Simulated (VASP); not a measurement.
A run of VASP 6.6.1:

INCAR

```
SYSTEM = H2CO2
  PREC = Accurate
  ENCUT = 520
  EDIFF = 1E-6
  ISMEAR = -1
  SIGMA = 0.02
  LREAL = Auto
  LASPH = .TRUE.
  NELM = 80
  ALGO = Normal
  ISIF = 2
  LWAVE = .FALSE.
  LCHARG = .FALSE.
  GGA = PE
  IVDW = 12
  NBANDS = 98
```

Contents of KPOINTS:

```
regular mesh
0
G
  1 1 1
  0 0 0
```

Contents of POSCAR:

```
H2CO2
1.0
    8.2150030000      0.0000000000      0.0000000000
    0.0000000000      8.2150030000      0.0000000000
    0.0000000000      0.0000000000      8.2150030000
O C H
16 8 16
Direct
    0.8320021307      0.6828968900      0.5157393126
    0.9319412300      0.8283867943      0.7416065460
    0.7995493124      0.2772123151      0.2221423413
    0.6196224152      0.0611077074      0.2577722735
    0.0756055719      0.3707728409      0.7905779219
    0.2706146303      0.2864636811      0.9710525973
    0.5665000974      0.4951306774      0.8130611760
    0.7058061939      0.3680704681      0.6103467035
    0.0207181909      0.9465243044      0.1693243447
    0.2376992437      0.7813265558      0.1339378695
    0.2380766020      0.8977598669      0.5590990046
    0.4167375228      0.7202675398      0.6414970268
    0.5826656424      0.6066461570      0.1762141779
    0.8297014621      0.7038707107      0.0530492807
    0.0984053201      0.4875226461      0.4538647156
    0.2856967916      0.3682774066      0.2790991068
    0.8231037773      0.7751792665      0.6620569706
    0.6563235583      0.2113450232      0.2793547367
    0.1636396237      0.3837369262      0.9343514543
    0.6909918353      0.4117223086      0.7511378876
    0.1834691965      0.9123551142      0.1766037091
    0.3676444184      0.8161652528      0.5451367455
    0.7415578546      0.6919169719      0.1597077932
    0.2367984528      0.4788068854      0.3543029747
    0.9418377571      0.7075103929      0.4732073744
    0.7013509307      0.7776990465      0.6990867806
    0.8714056465      0.1717832605      0.1832866038
    0.5695554828      0.3151307431      0.3013267311
    0.1205233887      0.2958854671      0.7157270667
    0.1152403718      0.4848446190      1.0076685304
    0.4969444320      0.5505293181      0.7318560931
    0.7589285117      0.3880704608      0.8506874556
   -0.0439805074      0.8459765626      0.1129153574
    0.2730005089      1.0134262885      0.1635909323
    0.1728301256      0.8433959184      0.6517343938
    0.4104928507      0.8344488736      0.4241994799
    0.5289590278      0.5814848759      0.0571758769
    0.7444184743      0.7744732412      0.2875105463
    0.0094217860      0.4172000911      0.4298842009
    0.3009006814      0.5967009385      0.3820692457
```

Potentials or basis: VASP PAW PBE potentials, release 64 (O, C, H).

Command:

```console
$ cat potpaw_PBE.64/O/POTCAR potpaw_PBE.64/C/POTCAR potpaw_PBE.64/H/POTCAR > POTCAR
$ mpirun -np 1 vasp_gam > vasp.out
```

Hardware: 1 thread of Intel(R) Xeon(R) Platinum 8259CL CPU @ 2.50GHz (Skylake/Cascade Lake), with other jobs on the host.

Problem. How long does it take, and how much memory?

Solution. Wall time 2.2 min on 1 thread of Intel(R) Xeon(R) Platinum 8259CL CPU @ 2.50GHz (Skylake/Cascade Lake), on a shared host, peak memory 0.53 GiB. Counts: scf iterations 17, k points 1.
